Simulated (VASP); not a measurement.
Crystal: C.

```
C
1.0
     2.52210    0.00000    0.00000
    -1.26105    2.18420    0.00000
     0.00000    0.00000   12.35570
C
12
Direct
  0.66667 0.33333 0.35417
  0.33333 0.66667 0.85417
  0.66667 0.33333 0.14583
  0.33333 0.66667 0.64583
  0.66667 0.33333 0.47917
  0.33333 0.66667 0.97917
  0.66667 0.33333 0.02083
  0.33333 0.66667 0.52083
  0.00000 0.00000 0.81250
  0.00000 0.00000 0.31250
  0.00000 0.00000 0.68750
  0.00000 0.00000 0.18750
```

This is a hexagonal form of diamond, not graphite.

Program: VASP 6.6.1. Alike in all runs: task band structure; potentials or basis VASP PAW PBE potentials, release 64 (C); no spin polarisation; cell as given; k mesh 12 × 12 × 3; cutoff (eV) 520; smearing fermi-dirac 0.05 eV.

Problem. Order these runs on this cell by their pressure, lowest first.
A. level r2SCAN
B. level TPSS
C. level rSCAN

Solution. C (-3.1 GPa), A (-1.0 GPa), B (2.1 GPa).

Caveats: the PAW data sets were made with another functional, which shifts forces and pressure a little.

Not every run made on this cell is shown here.
